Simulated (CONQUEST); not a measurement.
Crystal: AlN.

```
Al N
1.0
     3.08863    0.00000    0.00000
     0.00000    3.08863    0.00000
     0.00000    0.00000    4.36799
Al N
2 2
Cartesian
  0.0261 0.0098 4.3557
  1.5704 1.5541 2.1717
  1.5255 3.0757 1.1007
  3.0698 1.5313 3.2847
```

The cell comes from a database or a generator and needn't be the stable form of this composition.

The cell isn't the ideal one: atoms moved at random, drawn with an rms of 0.05 Å.

Base run:

```yaml
Program: CONQUEST 1.3
Functional: PBE
Potentials_or_basis: PseudoDojo NC PBE, SZ, grid cutoff 150 Ha
k_mesh: 9 × 9 × 6
Occupations: fermi-dirac, width 0.05 eV
Spin: no spin polarisation
```

Its results: band gap on the k mesh 3.80 eV; pressure 22.7 GPa; largest force 0.974 eV/Å.

Problem. The run is repeated on the same cell with these changes: potentials or basis from PseudoDojo NC PBE, SZ, grid cutoff 150 Ha to PseudoDojo NC PBE, DZP, grid cutoff 150 Ha. What comes out?

Solution. Band gap on the k mesh 3.11 eV; pressure 7.5 GPa; largest force 0.776 eV/Å.

Caveats: the box holds several primitive cells, so bands are folded and the points are those of the box's own zone; the basis of atomic orbitals isn't converged, which shifts pressures, moduli and gaps; the atomic basis is small (some runs); an odd mesh through Γ misses points on the zone boundary, where band edges often lie (some runs).
